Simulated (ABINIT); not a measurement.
Crystal: In.

```
In
1.0
    -1.62547    1.62547    2.47370
     1.62547   -1.62547    2.47370
     1.62547    1.62547   -2.47370
In
1
Direct
  0.00000 0.00000 0.00000
```

```yaml
Program: ABINIT 10.8.3 (patched build)
Task: relaxation of cell and atoms
Functional: PBE
Potentials_or_basis: JTH PAW PBE v2.0
Cutoff: 599 eV
k_mesh: 11 × 11 × 11
Occupations: fermi-dirac, width 0.05 eV
Spin: no spin polarisation
```

At the start: pressure 2.1 GPa; volume 26.14 Å³/atom.

**Question.** Where does the relaxation end?

**Answer.** Over 20 steps the energy falls by 9.1 meV/atom and the volume is 27.42 Å³/atom (+4.9 %); space group Fm-3m (No. 225, to 0.05 Å).

Step by step:
```csv
step,energy change (eV),largest force (eV/Å),pressure (GPa),volume (Å³)
1,0.0000,0.0000,2.11,26.14
2,-0.0021,0.0000,1.82,26.31
3,-0.0089,0.0000,0.11,27.45
4,-0.0090,0.0000,0.00,27.52
5,-0.0090,0.0000,0.00,27.53
6,-0.0090,0.0000,-0.02,27.54
7,-0.0090,0.0000,-0.04,27.55
8,-0.0090,0.0000,-0.07,27.57
9,-0.0087,0.0000,-0.43,27.76
10,-0.0093,0.0000,-0.28,27.65
11,-0.0090,0.0000,-0.34,27.70
12,-0.0090,0.0000,-0.27,27.63
13,-0.0090,0.0000,-0.31,27.67
14,-0.0090,0.0000,-0.30,27.66
15,-0.0043,0.0000,-1.25,28.53
16,-0.0091,0.0000,-0.20,27.58
17,-0.0091,0.0000,-0.09,27.49
18,-0.0092,0.0000,0.17,27.32
19,-0.0091,0.0000,-0.25,27.63
20,-0.0091,0.0000,0.01,27.42
```

Final structure:
```
CELL_PARAMETERS angstrom
-1.69339 1.69339 2.39030
1.69339 -1.69339 2.39030
1.69339 1.69339 -2.39030
ATOMIC_POSITIONS crystal
In 0.00000 0.00000 0.00000
```
